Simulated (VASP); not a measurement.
Set up this calculation in VASP 6.6.1, as the native input.

```yaml
Task: density of states
Functional: AM05
Potentials_or_basis: VASP PAW PBE potentials, release 64 (Ba_sv, H)
Cutoff: 520 eV
k_mesh: 7 × 7 × 8
Occupations: fermi-dirac, width 0.02 eV
Spin: no spin polarisation
k_mesh_for_the_DOS: 11 × 11 × 12
Occupations_for_the_DOS: tetrahedron
Further_INCAR_settings: ALGO = Normal; EDIFF = 1e-07
```

The structure of BaH lies in POSCAR:

```
Ba H 
 1.0000000000000000
     3.9336699600000000    0.0000000000000000    0.0000000000000000
     0.0000000000000000    3.9336699600000000    0.0000000000000000
     0.0000000000000000    0.0000000000000000    3.4838790799999999
 Ba  H  
   1   1
Cartesian
  1.9668349800000000  1.9668349800000000  0.0000000000000000
  0.0000000000000000  0.0000000000000000  0.0000000000000000
```

The cell was built by a generator and needn't be a form met in nature.

The input as run:

BaH.cif

```cif
data_BaH
_cell_length_a 3.93366996
_cell_length_b 3.93366996
_cell_length_c 3.48387908
_cell_angle_alpha 90.00000000
_cell_angle_beta 90.00000000
_cell_angle_gamma 90.00000000
_space_group_name_H-M_alt 'P4/mmm'
_space_group_name_Hall '-P 4 2'
_space_group_IT_number 123
loop_
_space_group_symop_operation_xyz
'x,y,z'
'-x,-y,-z'
'-y,x,z'
'y,-x,-z'
'-x,-y,z'
'x,y,-z'
'y,-x,z'
'-y,x,-z'
'x,-y,-z'
'-x,y,z'
'-y,-x,-z'
'y,x,z'
'-x,y,-z'
'x,-y,z'
'y,x,-z'
'-y,-x,z'
loop_
_atom_site_label
_atom_site_type_symbol
_atom_site_symmetry_multiplicity
_atom_site_Wyckoff_symbol
_atom_site_fract_x
_atom_site_fract_y
_atom_site_fract_z
_atom_site_occupancy
Ba1 Ba 1 c 0.5000000000 0.5000000000 0.0000000000 1
H1 H 1 a 0.0000000000 0.0000000000 0.0000000000 1
```

INCAR.step1

```
SYSTEM = BaH
PREC = Accurate
ENCUT = 520
EDIFF = 1E-7
ISMEAR = -1
SIGMA = 0.02
LREAL = .False.
LASPH = .True.
NELM = 60
ALGO = Normal
ISIF = 2
LWAVE = .False.
LCHARG = .True.
GGA = AM
```

KPOINTS.step1

```
regular mesh
0
Gamma
  7 7 8
  0 0 0
```

INCAR.step2

```
SYSTEM = BaH
PREC = Accurate
ENCUT = 520
EDIFF = 1E-7
ISMEAR = -5
SIGMA = 0.02
LREAL = .False.
LASPH = .True.
NELM = 60
ALGO = Normal
ISIF = 2
LWAVE = .False.
LCHARG = .False.
GGA = AM
LORBIT = 11
NEDOS = 2001
ICHARG = 11
```

KPOINTS.step2

```
regular mesh
0
Gamma
  11 11 12
  0 0 0
```

Potentials or basis: VASP PAW PBE potentials, release 64 (Ba_sv, H).

Run with:

```console
$ ase convert -i cif -o vasp BaH.cif POSCAR
$ cat potpaw_PBE.64/Ba_sv/POTCAR potpaw_PBE.64/H/POTCAR > POTCAR
$ cp INCAR.step1 INCAR
$ cp KPOINTS.step1 KPOINTS
$ mpirun -np 1 vasp_std > vasp.out
$ cp INCAR.step2 INCAR
$ cp KPOINTS.step2 KPOINTS
$ mpirun -np 1 vasp_std > vasp.out
```

Results of the run:

```json
{"Valence electrons inside the program's atomic spheres": "Ba 8.00; H 0.48"}
```

It took 81 s on 1 thread of AMD EPYC 7R43 64-Core Processor (Zen 3), on a shared host, peak memory 0.18 GiB.
